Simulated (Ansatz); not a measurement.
# SiO₂: excitons and shallow donors from band masses and screening

Computed with DFT PBE, scalar-relativistic, plane waves, PAW (Ansatz 0.2.0).

Settings: cutoff 420 eV, Γ-centred mesh 6×6×4 on the computed 12-atom cell, Gaussian smearing of 0.02 eV; no spin polarisation.

Relaxed cell: P6_322, a = 5.099 Å, b = 5.099 Å, c = 8.629 Å, α = 90.00°, β = 90.00°, γ = 120.00°, 12 atoms in the primitive cell. This form isn't the usual stable structure of the compound.

The calculation gives a Kohn–Sham gap of 5.45 eV, an electron mass of 0.562 mₑ and a hole mass of 1.6 mₑ (harmonic means over x, y, z and over the bands degenerate at each edge), and ε∞ = 2.26 (independent particles, mean of the diagonal). Masses and screening differ among the axes, which the isotropic model averages.

Q: Estimate the binding energy and radius of a Wannier–Mott exciton and of a shallow donor, and say whether the hydrogenic model can hold.

A: The reduced mass is μ = mₙmₕ/(mₙ + mₕ) = 0.416 mₑ, with mₙ and mₕ the band masses. With E_b = 13.606 eV × μ/ε² and a = 0.529 Å × ε/μ (μ in mₑ) the exciton has E_b = 1109 meV and a = 2.9 Å. For a donor μ is the electron mass: 1500 meV and 2.1 Å. The radius isn't large against the shortest lattice vector (5.10 Å), so the continuum picture is doubtful and the numbers are only a scale. In a polar crystal the ions screen too, so a state bound more weakly than an optical phonon feels the larger static constant, which lowers the energy and widens the orbit. The other way, the small Kohn–Sham gap and the missing local fields make ε∞ too large and the masses tend to be too light, which underbinds. The edges lie at different points of the zone, so the exciton is indirect.